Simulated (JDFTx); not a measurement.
Wanted: the native input for a JDFTx 1.7.0 (patched build) run.

```
Task                                    : single point
Functional                              : PBE
Potentials or basis                     : PseudoDojo-SR-PBE-0.5-standard with smoothed tails
Cutoff                                  : 1116 eV
Density cutoff                          : 8925 eV
k mesh                                  : 5 × 5 × 5
Occupations                             : fermi-dirac, width 0.05 eV
Spin                                    : no spin polarisation
Local potential set to -Z/r beyond      : 6 bohr
Bands                                   : 15
Density cutoff over wavefunction cutoff : 8
Max SCF steps                           : 100
SCF threshold on the energy             : 1e-09 Ha
Solver of the electrons                 : scf
Further solve for the empty bands       : yes
```

The system is WC.

```
W C
1.0
     0.00000    2.30211    2.30211
     2.30211    0.00000    2.30211
     2.30211    2.30211    0.00000
W C
1 1
Cartesian
  0.0000 0.0000 0.0000
  3.4532 3.4532 3.4532
```

The cell was built by a generator and needn't be a form met in nature.

These files were run (other wordings do the same):

WC.in

```
lattice Face-Centered Cubic 8.7007114160
coords-type Lattice
ion W      0.0000000000     0.0000000000     0.0000000000 1
ion C      0.7500000000     0.7500000000     0.7500000000 1

ion-species pseudo/W.upf
ion-species pseudo/C.upf
elec-cutoff 41 328
elec-ex-corr gga-PBE
kpoint-folding 5 5 5
elec-smearing Fermi 0.0018374661
elec-n-bands 15
electronic-SCF nIterations 100 energyDiffThreshold 1e-09
electronic-minimize nIterations 30 energyDiffThreshold 1e-7
converge-empty-states yes
forces-output-coords Cartesian

dump-name run.$VAR
dump End Ecomponents EigStats BandEigs Kpoints Forces Stress State
```

Potentials or basis: PseudoDojo-SR-PBE-0.5-standard with smoothed tails.

Run with:

```bash
$ jdftx -c 1 -i WC.in -o WC.out
```

Results of the run:

```yaml
Pressure: 18.4 GPa
Band_gap_on_the_k_mesh: none (metal or under the smearing width)
Loewdin_charges: W +0.82; C -0.74 e
```

Caveat: the k mesh is coarse (spacing up to 0.47 Å⁻¹), so the values aren't converged; so large a pressure means that the cell lies far from this level's equilibrium, or that cutoff or potentials fall short.

Run time: 15 s on 1 thread of Arm Neoverse V2, with other jobs on the host, peak memory 0.09 GiB.
